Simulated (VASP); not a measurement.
Write the native input for VASP 6.6.1 that does the following.

* Task: relaxation of the atoms
* Functional: PBE
* Dispersion: TS
* Potentials or basis: VASP PAW PBE potentials, release 64 (Te, Ba_sv)
* Cutoff: 520 eV
* k mesh: 5 × 5 × 1
* Occupations: fermi-dirac, width 0.05 eV
* Spin: no spin polarisation
* Dipole correction: yes
* Atoms held fixed (from 0): [0, 3, 1]
* Further INCAR settings: ALGO = Normal; EDIFF = 1e-06; IBRION = 2; EDIFFG = -0.02; NSW = 60

The structure of BaTe lies in POSCAR:

```
BaTe
1.0
    4.8224682477      0.0000000000      0.0000000000
   -2.4112341238      4.1763800114      0.0000000000
    0.0000000000      0.0000000000     24.8438220897
Te Ba
3 3
Selective dynamics
Direct
    0.3333333333      0.6666666667      0.3018859165  F F F
    0.0000000000      0.0000000000      0.4603771833  F F F
    0.6666666667      0.3333333333      0.6188684501  T T T
    0.6666666667      0.3333333333      0.3811315499  F F F
    0.3333333333      0.6666666667      0.5396228167  T T T
    0.0000000000      0.0000000000      0.6981140835  T T T
```

The input as run:

INCAR

```
SYSTEM = BaTe
PREC     = Accurate       ! precision mode
ENCUT    = 520            ! plane-wave cutoff, eV
EDIFF    = 1E-6           ! SCF threshold, eV
ISMEAR   = -1             ! smearing method
SIGMA    = 0.05           ! smearing width, eV
LREAL    = .FALSE.        ! projectors in reciprocal space
LASPH    = .TRUE.         ! aspherical terms in the spheres
NELM     = 60             ! most SCF steps
ALGO     = Normal         ! electronic algorithm
ISIF     = 2              ! what is computed and relaxed
LWAVE    = .FALSE.        ! write WAVECAR
LCHARG   = .FALSE.        ! write CHGCAR
LDIPOL   = .TRUE.       
IDIPOL   = 3            
DIPOL    = 0.5 0.5 0.500
GGA      = PE             ! functional
IVDW     = 2              ! dispersion correction
IBRION   = 2              ! ionic algorithm
NSW      = 60             ! ionic steps
EDIFFG   = -0.02          ! ionic threshold
```

KPOINTS

```
regular mesh
0
G
  5 5 1
  0 0 0
```

Potentials or basis: VASP PAW PBE potentials, release 64 (Te, Ba_sv).

Command:

```sh
$ cat potpaw_PBE.64/Te/POTCAR potpaw_PBE.64/Ba_sv/POTCAR > POTCAR
$ mpirun -np 1 vasp_std > vasp.out
```

It gave:

* Energy gained by relaxing: 11.1 meV/atom
* Ionic steps: 11
* Band gap on the k mesh: none (metal or under the smearing width)
* Hirshfeld charges: Te -0.09, -0.17, -0.21; Ba +0.12, +0.18, +0.17 e
* Dispersion energy per atom: -0.644 eV

Caveat: atom-pairwise D2, TS and ULG terms overbind metals.

Run time: 15 min on 1 thread of Intel(R) Xeon(R) 6975P-C (Granite Rapids), with other jobs on the host, peak memory 0.61 GiB.
